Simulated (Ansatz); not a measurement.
## Levels of theory for ZnS (P6_3mc)

All numbers come from Ansatz. Calculated for a static, non-magnetic cell.

The cell is ZnS (P6_3mc) from a database of computed structures; cell and atoms were relaxed with r2SCAN. Space group P6_3mc (No. 186), hexagonal; conventional cell a = 3.805 Å, c = 6.244 Å, 19.58 Å³ an atom. Around Zn lie 4 S at 2.33–2.34 Å; around S lie 4 Zn at 2.33–2.34 Å.

```
Zn S
1.0
     3.80548    0.00000    0.00000
    -1.90274    3.29564    0.00000
     0.00000    0.00000    6.24405
Zn S
2 2
Direct
  0.33333 0.66667 0.00034
  0.66667 0.33333 0.50034
  0.33333 0.66667 0.37466
  0.66667 0.33333 0.87466
```

Relaxed lattice by functional, symmetry kept:

| functional | k mesh | a (Å) | c (Å) | volume (Å³/atom) |
| --- | --- | --- | --- | --- |
| PBE | 12×12×4 | 3.844 | 6.304 | 20.17 |
| r2SCAN | 12×12×4 | 3.805 | 6.244 | 19.58 |
| PBEsol | 12×12×4 | 3.782 | 6.208 | 19.23 |
| LDA | 12×12×4 | 3.738 | 6.143 | 18.59 |
| HSE06 | 6×6×4 | 3.834 | 6.278 | 19.98 |

On this one geometry the levels give:

| level | k mesh | gap (eV) | kind | edges | least direct gap (eV) |
| --- | --- | --- | --- | --- | --- |
| LDA | 12×12×4 | 1.96 | direct | Γ | 1.96 |
| PBE | 12×12×4 | 2.21 | direct | Γ | 2.21 |
| r2SCAN | 12×12×4 | 2.78 | direct | Γ | 2.78 |
| HSE06 | 6×6×4 | 3.44 | direct | Γ | 3.44 |
| DDH-PBE0 | 6×6×4 | 3.50 | direct | Γ | 3.50 |
| PBE0 | 6×6×4 | 4.11 | direct | Γ | 4.11 |
| r2SCAN0 | 6×6×4 | 4.46 | direct | Γ | 4.46 |
| Hartree-Fock | 6×6×4 | 10.34 | direct | Γ | 10.34 |

PBE: smearing of 0.02 eV; the others have fixed occupations.
Wave cutoffs: 420 eV, 500 eV (r2SCAN, r2SCAN0).

With HSE06 the gap is 3.44 eV and direct, at Γ. With r2SCAN, at Γ the top three valence levels group as 2+1 from the top, spread over 85 meV.

r2SCAN covers 46 % of the step from PBE to HSE06. All these functionals give a gap of the same kind, direct.

r2SCAN (ground state on 6×6×4): The clamped-ion dielectric constant comes out as 5.34 along x and y, 5.45 along z. Born charges, averaged over directions: Zn +1.97, S -1.97 e. PBE (ground state on 6×6×4): The clamped-ion dielectric constant comes out as 5.82 along x and y, 5.94 along z. Born charges, averaged over directions: Zn +1.96, S -1.96 e.

On the PBEsol cell (a = 3.782 Å, c = 6.208 Å), with PBEsol: All optical modes at Γ are real, from 69 to 337 cm⁻¹ without the longitudinal term; this says nothing of other wave vectors. With the long-range field the highest mode reaches 339 cm⁻¹. The program warns that the force constants, and all that is formed from them, aren't settled on this k mesh. The clamped-ion dielectric constant comes out as 5.98 along x and y, 6.10 along z. With the ions relaxed, ε⁰ is 8.6 along x and y, 9.2 along z. Born charges, averaged over directions: Zn +1.92, S -1.92 e.

The meshes of the hybrids are coarse, so their gaps aren't converged to the digits shown.

The splittings at Γ are without spin-orbit coupling, which regroups them where it is of like size or larger.
